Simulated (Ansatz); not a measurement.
# VSi2: the cost of one run

Computed with Ansatz 0.2.0 (DFT PBE, scalar-relativistic, plane waves, PAW, unless a step's input says otherwise).

1 further run of the same task is left out (it didn't finish).

## (1) Starting point

It takes space group P6_422 (No. 181, hexagonal). The conventional cell has a = 4.573 Å, b = 4.573 Å, c = 6.374 Å, α = 90.00°, β = 90.00°, γ = 120.00°. Around V (site symmetry 222) lie 10 Si at 2.51 to 2.67 Å. Si (site symmetry 2) has 5 Si at 2.48 to 2.67 Å and 5 V at 2.51 to 2.67 Å as nearest neighbours.

Coordinates:

```
V Si
1.0
     4.57260    0.00000    0.00000
    -2.28630    3.95999    0.00000
     0.00000    0.00000    6.37440
V Si
3 6
Cartesian
  2.2863 0.0000 0.0000
  1.1432 1.9800 4.2496
  -1.1432 1.9800 2.1248
  0.0000 1.2878 0.0000
  3.4573 0.6439 4.2496
  1.1710 3.3161 2.1248
  2.2863 2.6722 0.0000
  -1.1710 3.3161 4.2496
  1.1153 0.6439 2.1248
```

The structure comes from the Crystallography Open Database.

## (2) A distortion of lower symmetry

What differs from the listed cell: strain xx, yy, zz, yz, xz, xy = +2.7, +2.7, -6.3, +0.0, +0.0, +0.0 %; atoms moved by 0.03 Å root mean square, at most 0.04 Å.

Input file input.yaml:

```yaml
crystal:
  lattice:
    - [4.6941407031, 0.0, 0.0]
    - [-2.3470703516, 4.0652450978, 0.0]
    - [0.0, 0.0, 5.970135552]
  atoms:
    - { symbol: V, position: [0.4973189076, -0.0053621847, 0.0] }
    - { symbol: V, position: [0.4973189076, 0.5026810924, 0.6666666667] }
    - { symbol: V, position: [0.0053621847, 0.5026810924, 0.3333333333] }
    - { symbol: Si, position: [0.1673488196, 0.3346976392, 0.0] }
    - { symbol: Si, position: [0.841047572, 0.158952428, 0.6666666667] }
    - { symbol: Si, position: [0.6653023608, 0.8326511804, 0.3333333333] }
    - { symbol: Si, position: [0.841047572, 0.6820951439, 0.0] }
    - { symbol: Si, position: [0.1673488196, 0.8326511804, 0.6666666667] }
    - { symbol: Si, position: [0.3179048561, 0.158952428, 0.3333333333] }
basis:
  ecutwfc: 420
kpoints:
  mp_grid: { grid: [9, 9, 6] }
hamiltonian:
  xc: pbe
scf:
  occupations: { method: gaussian, width: 0.1 }
output:
  forces: true
  stress: true
  eigenvalues: true
```

On the command line:

```
$ ansatz run input.yaml --threads 2 --pin off --max-ram 2662MiB --backend cpu --events-out ev --progress --plain --runs-dir out
```

What time and memory should one allow on 2 threads of an x86-64 CPU, shared host?

About 7.2 s, with a peak of 0.55 GiB.
